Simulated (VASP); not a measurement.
# Te (P3_121) in VASP: a series of runs

Aim: see how the results for Te move with the level of theory and the settings. Levels: HSE06, PBE. Tasks: single point.

All numbers are computed with VASP 6.6.1; they aren't measurements. Logs are shortened: lines on timing, memory, paths and dates and some standing lists are left out, and cuts for length are marked.

**1. The crystal as given**

It takes space group P3_121 (No. 152, trigonal). Conventional cell: a = 4.276 Å, b = 4.276 Å, c = 5.978 Å, α = 90.00°, β = 90.00°, γ = 120.00°. Te (site symmetry 2) is surrounded by 6 Te at 2.92 to 3.32 Å.

The cell was built by a generator and needn't be a form met in nature.

**2. Single point, HSE06, non-collinear spin, zero start, spin-orbit coupling**

The input, POSCAR:

```
Te
1.0
    4.2757825000      0.0000000000      0.0000000000
   -2.1378912000      3.7029362000      0.0000000000
    0.0000000000      0.0000000000      5.9776623000
Te
3
Direct
    0.2881197000      0.0000000000      0.3333333000
    0.9999999000      0.2881195000      0.6666666000
    0.7118805000      0.7118805000      0.0000000000
```

The input, INCAR.step1:

```
ALGO = Normal ; EDIFF = 1E-5
ENCUT = 300 ; GGA = PE
GGA_COMPAT = F ; ISIF = 2
ISMEAR = 0 ; LASPH = T
LCHARG = F ; LORBIT = 11
LREAL = F ; LSORBIT = T
LWAVE = T ; MAGMOM = 0 0 0 0 0 0 0 0 0
NBANDS = 31 ; NELM = 80
PREC = Accurate ; SIGMA = 0.01
```

The input, INCAR.step2:

```
ALGO = Normal ; EDIFF = 1E-6
ENCUT = 300 ; GGA = PE
GGA_COMPAT = F ; HFSCREEN = 0.2
ISIF = 2 ; ISMEAR = 0
ISTART = 1 ; LASPH = T
LCHARG = F ; LHFCALC = T
LORBIT = 11 ; LREAL = F
LSORBIT = T ; LWAVE = F
MAGMOM = 0 0 0 0 0 0 0 0 0 ; NBANDS = 31
NELM = 80 ; PREC = Accurate
PRECFOCK = Fast ; SIGMA = 0.01
```

The input, KPOINTS:

```
k-points
0
Gamma
  3 3 2
```

Potentials or basis: VASP PAW PBE potentials, release 64 (Te).

Launch:

```console
> cat potpaw_PBE.64/Te/POTCAR > POTCAR
> cp INCAR.step1 INCAR
> mpirun -np 1 vasp_ncl > vasp.out
> cp INCAR.step2 INCAR
> mpirun -np 1 vasp_ncl > vasp.out
```

OUTCAR:

```text
EDIFF = 1E-6
   ENCUT = 300
   GGA = PE
   HFSCREEN = 0.2
   ISIF = 2
   ISMEAR = 0
   ISTART = 1
   LASPH = T
   LHFCALC = T
   LORBIT = 11
   LREAL = F
   LSORBIT = T
   NELM = 80
   PREC = Accurate
   PRECFOCK = Fast

 ion  position               nearest neighbor table
   1  0.288  0.000  0.333-   3 2.92   2 2.92   2 3.32   3 3.32   2 3.32   3 3.32
   2  1.000  0.288  0.667-   3 2.92   1 2.92   1 3.32   1 3.32   3 3.32   3 3.32
   3  0.712  0.712  0.000-   2 2.92   1 2.92   1 3.32   1 3.32   2 3.32   2 3.32

  LATTYP: Found a hexagonal cell.
 ALAT       =     4.2757825000
 C/A-ratio  =     1.3980276827

  Lattice vectors:

 A1 = (   4.2757825000,   0.0000000000,   0.0000000000)
 A2 = (  -2.1378912000,   3.7029362000,   0.0000000000)
 A3 = (   0.0000000000,   0.0000000000,   5.9776623000)

Analysis of symmetry for initial positions (statically):
=====================================================================
 Subroutine PRICEL returns:
 Original cell was already a primitive cell.

 Routine SETGRP: Setting up the symmetry group for a
 hexagonal supercell.

 Subroutine GETGRP returns: Found  6 space group operations
 (whereof  2 operations were pure point group operations)
 out of a pool of 24 trial point group operations.

The static configuration has the point symmetry C_2 .
 The point group associated with its full space group is D_3 .

Analysis of symmetry for dynamics (positions and initial velocities):
=====================================================================
 Subroutine PRICEL returns:
 Original cell was already a primitive cell.

 Routine SETGRP: Setting up the symmetry group for a
 hexagonal supercell.

 Subroutine GETGRP returns: Found  6 space group operations
 (whereof  2 operations were pure point group operations)
 out of a pool of 24 trial point group operations.

[... 433 lines left out ...]
 [bands above 30 left out]

------------------------ aborting loop because EDIFF is reached ----------------------------------------

  FORCE on cell =-STRESS in cart. coord.  units (eV):
  Direction    XX          YY          ZZ          XY          YZ          ZX
  --------------------------------------------------------------------------------------
  -------------------------------------------------------------------------------------
  Total        1.4017908      1.4017907      0.0455062      0.0000000      0.0000000      0.0000000
  in kB       23.7301549     23.7301541      0.7703494      0.0000003      0.0000000      0.0000000
  external PRESSURE =      16.0768861 kB  Pullay stress =       0.0000000 kB

 VOLUME and BASIS-vectors are now :
 -----------------------------------------------------------------------------
  energy-cutoff  :      300.00
  volume of cell :       94.64
      direct lattice vectors                 reciprocal lattice vectors
     4.275782500  0.000000000  0.000000000     0.233875320  0.135027978  0.000000000
    -2.137891200  3.702936200  0.000000000     0.000000000  0.270055963  0.000000000
     0.000000000  0.000000000  5.977662300     0.000000000  0.000000000  0.167289477

 POSITION                                       TOTAL-FORCE (eV/Angst)
 -----------------------------------------------------------------------------------
      1.23194      0.00000      1.99255        -0.781675      0.000000     -0.000000
      3.65981      1.06689      3.98511         0.390837     -0.676950     -0.000000
      1.52192      2.63605      0.00000         0.390838      0.676950      0.000000
 -----------------------------------------------------------------------------------
    total drift:                                0.000044     -0.000004     -0.000000

  FREE ENERGIE OF THE ION-ELECTRON SYSTEM (eV)
  ---------------------------------------------------
  free  energy   TOTEN  =       -11.8690524697 eV

  energy  without entropy=      -11.8690524697  energy(sigma->0) =      -11.86905247

 Spin-Orbit-Coupling matrix elements

 Ion:    1  E_soc:     -0.2419466
 l=   1
     0.0000000    -0.0423382    -0.0393690
    -0.0423382     0.0000000    -0.0389783
    -0.0393690    -0.0389783     0.0000000
 l=   2
     0.0000000    -0.0000186     0.0000000    -0.0000109    -0.0000397
    -0.0000186     0.0000000    -0.0000136    -0.0000594    -0.0000220
     0.0000000    -0.0000136     0.0000000    -0.0001133     0.0000000
    -0.0000109    -0.0000594    -0.0001133     0.0000000    -0.0000105
    -0.0000397    -0.0000220     0.0000000    -0.0000105     0.0000000
 l=   3
     0.0000000     0.0000000     0.0000000     0.0000000     0.0000000     0.0000000     0.0000000
     0.0000000     0.0000000     0.0000000     0.0000000     0.0000000     0.0000000     0.0000000
     0.0000000     0.0000000     0.0000000     0.0000000     0.0000000     0.0000000     0.0000000
     0.0000000     0.0000000     0.0000000     0.0000000     0.0000000     0.0000000     0.0000000
[... 29 lines left out ...]
 l=   2
     0.0000000    -0.0000139     0.0000000    -0.0000178    -0.0000397
    -0.0000139     0.0000000    -0.0000883    -0.0000594    -0.0000122
     0.0000000    -0.0000883     0.0000000    -0.0000385     0.0000000
    -0.0000178    -0.0000594    -0.0000385     0.0000000    -0.0000180
    -0.0000397    -0.0000122     0.0000000    -0.0000180     0.0000000
 l=   3
     0.0000000     0.0000000     0.0000000     0.0000000     0.0000000     0.0000000     0.0000000
     0.0000000     0.0000000     0.0000000     0.0000000     0.0000000     0.0000000     0.0000000
     0.0000000     0.0000000     0.0000000     0.0000000     0.0000000     0.0000000     0.0000000
     0.0000000     0.0000000     0.0000000     0.0000000     0.0000000     0.0000000     0.0000000
     0.0000000     0.0000000     0.0000000     0.0000000     0.0000000     0.0000000     0.0000000
     0.0000000     0.0000000     0.0000000     0.0000000     0.0000000     0.0000000     0.0000000
     0.0000000     0.0000000     0.0000000     0.0000000     0.0000000     0.0000000     0.0000000

 total charge

# of ion       s       p       d       tot
------------------------------------------
    1        1.397   1.922   0.048   3.367
    2        1.397   1.922   0.048   3.367
    3        1.397   1.922   0.048   3.367
--------------------------------------------------
tot          4.190   5.767   0.145  10.102

 magnetization (x)

# of ion       s       p       d       tot
------------------------------------------
    1       -0.000   0.000  -0.000   0.000
    2        0.000  -0.000   0.000  -0.000
    3        0.000  -0.000   0.000  -0.000
--------------------------------------------------
tot          0.000   0.000   0.000   0.000

 magnetization (y)

# of ion       s       p       d       tot
------------------------------------------
    1        0.000   0.000   0.000   0.000
    2       -0.000   0.000  -0.000   0.000
    3        0.000  -0.000   0.000  -0.000
--------------------------------------------------
tot          0.000   0.000   0.000   0.000

 magnetization (z)

# of ion       s       p       d       tot
------------------------------------------
    1       -0.000   0.000  -0.000   0.000
    2        0.000  -0.000   0.000  -0.000
    3        0.000   0.000   0.000   0.000
--------------------------------------------------
tot         -0.000   0.000  -0.000   0.000
```

OSZICAR.step1:

```text
N       E                     dE             d eps       ncg     rms          rms(c)
DAV:   1     0.567910137586E+02    0.56791E+02   -0.47019E+03   496   0.603E+02
DAV:   2    -0.520018306950E+01   -0.61991E+02   -0.59486E+02   658   0.123E+02
DAV:   3    -0.933429007600E+01   -0.41341E+01   -0.40931E+01   619   0.334E+01
DAV:   4    -0.941289150598E+01   -0.78601E-01   -0.78583E-01   583   0.546E+00
DAV:   5    -0.941455752376E+01   -0.16660E-02   -0.16660E-02   626   0.777E-01    0.137E+01
DAV:   6    -0.941065594856E+01    0.39016E-02   -0.80546E-03   552   0.564E-01    0.847E+00
DAV:   7    -0.941080847525E+01   -0.15253E-03   -0.10049E-02   580   0.632E-01    0.353E+00
DAV:   8    -0.941160813289E+01   -0.79966E-03   -0.12039E-03   589   0.214E-01    0.162E-01
DAV:   9    -0.941159230306E+01    0.15830E-04   -0.11821E-04   594   0.636E-02    0.546E-02
DAV:  10    -0.941164233871E+01   -0.50036E-04   -0.72296E-05   580   0.494E-02    0.250E-02
DAV:  11    -0.941164669786E+01   -0.43591E-05   -0.42666E-06   409   0.119E-02
   1 F= -.94116467E+01 E0= -.94113333E+01  d E =-.626838E-03  mag=     0.0000    -0.0000    -0.0000
```

Run time: 3.8 min. Hardware: 1 thread of Intel Xeon 6975P-C (Granite Rapids), shared host; peak memory 0.32 GiB.

Results:

```yaml
Free_energy: -11.8691 eV
Pressure: 1.6 GPa
Largest_force: 0.782 eV/Å
Net_moment: 0.00 μB per cell
Valence_electrons_inside_the_program's_atomic_spheres: Te 3.37
```

Forces on the atoms (eV/Å):
```
Te  -0.782  0.000  0.000
Te   0.391 -0.677  0.000
Te   0.391  0.677  0.000
```

Moments on the atoms (μB; x, y, z):
```
Te  0.00 0.00 0.00
Te  0.00 0.00 0.00
Te  0.00 0.00 0.00
```

Caveat: the k mesh is coarse (spacing up to 0.57 Å⁻¹), so the values aren't converged, least of all with exact exchange; the PAW data sets were made with another functional, which shifts forces and pressure a little.

**3. Single point, HSE06, non-collinear spin, zero start, spin-orbit coupling**

This run uses another cell than the first one, of 32.57 Å³/atom, 1.032 times its volume.

The input, POSCAR:

```
Te
1.0
    4.3343598000      0.0000000000      0.0000000000
   -2.1671799000      3.7536657000      0.0000000000
    0.0000000000      0.0000000000      6.0057545000
Te
3
Direct
    0.2850453000      0.0000000000      0.3333333000
    0.9999999000      0.2850454000      0.6666666000
    0.7149548000      0.7149547000      0.0000000000
```

The input, INCAR.step1:

```
SYSTEM = Te
ALGO = Normal ; EDIFF = 1E-5
ENCUT = 300 ; GGA = PE
GGA_COMPAT = .FALSE. ; ISIF = 2
ISMEAR = 0 ; LASPH = .TRUE.
LCHARG = .FALSE. ; LORBIT = 11
LREAL = .FALSE. ; LSORBIT = .TRUE.
LWAVE = .TRUE. ; MAGMOM = 0 0 0 0 0 0 0 0 0
NELM = 100 ; PREC = Accurate
SIGMA = 0.01
```

The input, INCAR.step2:

```
SYSTEM = Te
ALGO = Normal ; EDIFF = 1E-7
ENCUT = 300 ; GGA = PE
GGA_COMPAT = .FALSE. ; HFSCREEN = 0.2
ISIF = 2 ; ISMEAR = 0
ISTART = 1 ; LASPH = .TRUE.
LCHARG = .FALSE. ; LHFCALC = .TRUE.
LORBIT = 11 ; LREAL = .FALSE.
LSORBIT = .TRUE. ; LWAVE = .FALSE.
MAGMOM = 0 0 0 0 0 0 0 0 0 ; NELM = 100
PREC = Accurate ; PRECFOCK = Fast
SIGMA = 0.01
```

The input, KPOINTS:

```
k-points
0
G
  3 3 2
  0 0 0
```

Potentials or basis: VASP PAW PBE potentials, release 64 (Te).

Launch:

```console
> cat potpaw_PBE.64/Te/POTCAR > POTCAR
> cp INCAR.step1 INCAR
> mpirun -np 1 vasp_ncl > vasp.out
> cp INCAR.step2 INCAR
> mpirun -np 1 vasp_ncl > vasp.out
```

OUTCAR:

```text
SYSTEM = Te
   EDIFF = 1E-7
   ENCUT = 300
   GGA = PE
   HFSCREEN = 0.2
   ISIF = 2
   ISMEAR = 0
   ISTART = 1
   LASPH = .TRUE.
   LHFCALC = .TRUE.
   LORBIT = 11
   LREAL = .FALSE.
   LSORBIT = .TRUE.
   NELM = 100
   PREC = Accurate
   PRECFOCK = Fast

 ion  position               nearest neighbor table
   1  0.285  0.000  0.333-   3 2.93   2 2.93   2 3.36   2 3.36   3 3.36   3 3.36
   2  1.000  0.285  0.667-   1 2.93   3 2.93   3 3.36   1 3.36   1 3.36   3 3.36
   3  0.715  0.715  0.000-   1 2.93   2 2.93   2 3.36   1 3.36   1 3.36   2 3.36

  LATTYP: Found a hexagonal cell.
 ALAT       =     4.3343598000
 C/A-ratio  =     1.3856151259

  Lattice vectors:

 A1 = (   4.3343598000,   0.0000000000,   0.0000000000)
[... 517 lines left out ...]
     0.0000000     0.0000000     0.0000000     0.0000000     0.0000000     0.0000000     0.0000000
     0.0000000     0.0000000     0.0000000     0.0000000     0.0000000     0.0000000     0.0000000
     0.0000000     0.0000000     0.0000000     0.0000000     0.0000000     0.0000000     0.0000000
     0.0000000     0.0000000     0.0000000     0.0000000     0.0000000     0.0000000     0.0000000
     0.0000000     0.0000000     0.0000000     0.0000000     0.0000000     0.0000000     0.0000000

 total charge

# of ion       s       p       d       tot
------------------------------------------
    1        1.396   1.915   0.045   3.355
    2        1.396   1.915   0.045   3.355
    3        1.396   1.915   0.045   3.355
--------------------------------------------------
tot          4.187   5.744   0.134  10.065

 magnetization (x)

# of ion       s       p       d       tot
------------------------------------------
    1       -0.000   0.000  -0.000   0.000
    2        0.000  -0.000   0.000  -0.000
    3        0.000  -0.000   0.000  -0.000
--------------------------------------------------
tot          0.000   0.000  -0.000   0.000

 magnetization (y)

# of ion       s       p       d       tot
------------------------------------------
    1        0.000  -0.000   0.000  -0.000
    2       -0.000   0.000  -0.000   0.000
    3        0.000  -0.000   0.000  -0.000
--------------------------------------------------
tot         -0.000  -0.000   0.000  -0.000

 magnetization (z)

# of ion       s       p       d       tot
------------------------------------------
    1        0.000  -0.000  -0.000  -0.000
    2       -0.000   0.000   0.000   0.000
    3        0.000   0.000   0.000   0.000
--------------------------------------------------
tot         -0.000  -0.000  -0.000  -0.000
```

OUTCAR.step1:

```text
SYSTEM = Te
   EDIFF = 1E-5
   ENCUT = 300
   GGA = PE
   ISIF = 2
   ISMEAR = 0
   LASPH = .TRUE.
   LORBIT = 11
   LREAL = .FALSE.
[... 555 lines left out ...]
# of ion       s       p       d       tot
------------------------------------------
    1       -0.000  -0.000   0.000  -0.000
    2       -0.000   0.000  -0.000   0.000
    3        0.000  -0.000   0.000  -0.000
--------------------------------------------------
tot          0.000  -0.000   0.000  -0.000

 magnetization (z)

# of ion       s       p       d       tot
------------------------------------------
    1        0.000  -0.000   0.000  -0.000
    2        0.000   0.000   0.000   0.000
    3        0.000   0.000   0.000   0.000
--------------------------------------------------
tot          0.000  -0.000   0.000  -0.000
```

It took 3.6 min on 1 thread of Intel Xeon 6975P-C (Granite Rapids), shared host; peak memory 0.32 GiB.

What came out:

| Quantity | Value |
| --- | --- |
| Free energy | -11.9256 eV |
| Pressure | 0.1 GPa |
| Largest force | 0.794 eV/Å |
| Net moment | 0.00 μB per cell |
| Valence electrons inside the program's atomic spheres | Te 3.35 |

Forces on the atoms (eV/Å):
```
Te  -0.794  0.000  0.000
Te   0.397 -0.688  0.000
Te   0.397  0.688  0.000
```

Stress tensor (GPa, compression positive):
```
 0.94  0.00  0.00
 0.00  0.94  0.00
 0.00  0.00 -1.53
```

Moments on the atoms (μB; x, y, z):
```
Te  0.00 0.00 0.00
Te  0.00 0.00 0.00
Te  0.00 0.00 0.00
```

Caveat: the k mesh is coarse (spacing up to 0.56 Å⁻¹), so the values aren't converged, least of all with exact exchange; the PAW data sets were made with another functional, which shifts forces and pressure a little.

**4. Single point, HSE06, non-collinear spin, zero start, spin-orbit coupling**

This run uses another cell than the first one, of 30.85 Å³/atom, 0.978 times its volume.

The input, POSCAR:

```
Te
1.0
    4.2284238000      0.0000000000      0.0000000000
   -2.1142119000      3.6619224000      0.0000000000
    0.0000000000      0.0000000000      5.9779391000
Te
3
Direct
    0.2916723000      0.0000000000      0.3333333000
    0.0000001000      0.2916725000      0.6666667000
    0.7083277000      0.7083277000      0.0000000000
```

The input, INCAR.step1:

```
SYSTEM = Te
  PREC = Accurate
  ENCUT = 300
  EDIFF = 1E-5
  ISMEAR = 0
  SIGMA = 0.01
  LREAL = .False.
  LASPH = .True.
  NELM = 60
  ALGO = Normal
  ISIF = 2
  LWAVE = .True.
  LCHARG = .False.
  LNONCOLLINEAR = .True.
  MAGMOM = 0 0 0 0 0 0 0 0 0
  LORBIT = 11
  LSORBIT = .True.
  GGA_COMPAT = .False.
  NBANDS = 31
  GGA = PE
```

The input, INCAR.step2:

```
SYSTEM = Te
  PREC = Accurate
  ENCUT = 300
  EDIFF = 1E-6
  ISMEAR = 0
  SIGMA = 0.01
  LREAL = .False.
  LASPH = .True.
  NELM = 60
  ALGO = Normal
  ISIF = 2
  LWAVE = .False.
  LCHARG = .False.
  LNONCOLLINEAR = .True.
  MAGMOM = 0 0 0 0 0 0 0 0 0
  LORBIT = 11
  LSORBIT = .True.
  GGA_COMPAT = .False.
  GGA = PE
  LHFCALC = .True.
  HFSCREEN = 0.2
  PRECFOCK = Fast
  NBANDS = 31
  ISTART = 1
```

The input, KPOINTS:

```
Automatic mesh
0
Gamma
  3 3 2
  0 0 0
```

Launch:

```console
> cat potpaw_PBE.64/Te/POTCAR > POTCAR
> cp INCAR.step1 INCAR
> mpirun -np 1 vasp_ncl > vasp.out
> cp INCAR.step2 INCAR
> mpirun -np 1 vasp_ncl > vasp.out
```

It took 12 min on 1 thread of Intel Xeon Platinum 8488C (Sapphire Rapids), shared host; peak memory 0.33 GiB.

The run converged. Its results:

```yaml
Free_energy: -11.7934 eV
Pressure: 2.6 GPa
Largest_force: 0.825 eV/Å
Net_moment: 0.05 μB per cell
Valence_electrons_inside_the_program's_atomic_spheres: Te 3.37
```

Forces on the atoms (eV/Å):
```
Te  -0.825  0.000  0.000
Te   0.412 -0.714  0.000
Te   0.412  0.714  0.000
```

Stress tensor (GPa, compression positive):
```
3.27 0.00 0.00
0.00 3.27 0.00
0.00 0.00 1.29
```

Moments on the atoms (μB; x, y, z):
```
Te  0.00 0.00 0.00
Te  0.00 0.00 0.00
Te  0.00 0.00 0.00
```

Caveat: the k mesh is coarse (spacing up to 0.57 Å⁻¹), so the values aren't converged, least of all with exact exchange; the PAW data sets were made with another functional, which shifts forces and pressure a little.

[end of part 1 of 2]
